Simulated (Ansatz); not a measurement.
# CaO: the cost of one run

Computed with Ansatz 0.2.0 (DFT LDA, scalar-relativistic, plane waves, PAW, unless a step's input says otherwise).

### 1 The system as given

Symmetry: P6_3/mmc, No. 194, hexagonal system. The conventional cell has a = 3.992 Å, b = 3.992 Å, c = 4.785 Å, α = 90.00°, β = 90.00°, γ = 120.00°. Around Ca (site symmetry -6m2) lie 5 O at 2.30 to 2.39 Å. O (site symmetry -6m2) is surrounded by 5 Ca at 2.30 to 2.39 Å.

As a file:

```xyz
4
Lattice="3.9920 0.0000 0.0000 -1.9960 3.4572 0.0000 0.0000 0.0000 4.7848" Properties=species:S:1:pos:R:3 pbc="T T T"
Ca    0.0000    2.3048    3.5886
Ca    1.9960    1.1524    1.1962
O     0.0000    2.3048    1.1962
O     1.9960    1.1524    3.5886
```

Source of the structure: the Materials Project (structure only).

### 2 A first look at the start

Input file input.yaml:

```yaml
crystal:
  lattice:
    - [3.9919758245, 0.0, 0.0]
    - [-1.9959879122, 3.4571524753, 0.0]
    - [0.0, 0.0, 4.78484001]
  atoms:
    - { symbol: Ca, position: [0.33333333, 0.66666667, 0.75] }
    - { symbol: Ca, position: [0.66666667, 0.33333333, 0.25] }
    - { symbol: O, position: [0.33333333, 0.66666667, 0.25] }
    - { symbol: O, position: [0.66666667, 0.33333333, 0.75] }
basis:
  ecutwfc: 420
kpoints:
  mp_grid: { grid: [6, 6, 4] }
hamiltonian:
  xc: lda
scf:
  occupations: { method: gaussian, width: 0.1 }
output:
  forces: true
  stress: true
  eigenvalues: true
```

**Question.** How long does this run take on 1 thread of an Arm CPU, shared host, and how much memory does it need?

About 1.9 s, with a peak of 0.29 GiB.
